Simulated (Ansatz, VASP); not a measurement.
## Ga: VASP beside Ansatz

```xyz
6
Lattice="-3.0137 3.0137 3.0137 3.0137 -3.0137 3.0137 3.0137 3.0137 -3.0137" Properties=species:S:1:pos:R:3 pbc="T T T"
Ga    2.2603    0.0000    1.5069
Ga    1.5069    2.2603    0.0000
Ga    0.7534    0.0000    4.5206
Ga    4.5206    0.7534    0.0000
Ga    0.0000    1.5069    2.2603
Ga    0.0000    4.5206    0.7534
```

Alike in both runs: task single point; functional PBEsol; k mesh 8 × 8 × 8; occupations gaussian, width 0.1 eV; no spin polarisation.

|  | VASP | Ansatz |
| --- | --- | --- |
| version | VASP 6.6.1 | Ansatz 0.2.0 |
| potentials or method | VASP PAW PBE potentials, release 64 (Ga_d) | scalar-relativistic, plane waves, PAW |
| plane-wave cutoff (eV) | 520 | 420 |
| valence electrons in the cell | 78 | 78 |

Ansatz gave:

- gap on the k mesh at the Fermi level (eV): none
- pressure (GPa): -1.7

**Question.** What did VASP give for the same quantities?

**Answer.** gap on the k mesh at the Fermi level (eV): none; pressure (GPa): -1.6.

A gap of «none» marks a metal or a gap that the smearing closes.

Caveats: the PAW data sets were made with another functional, which shifts forces and pressure a little (VASP).
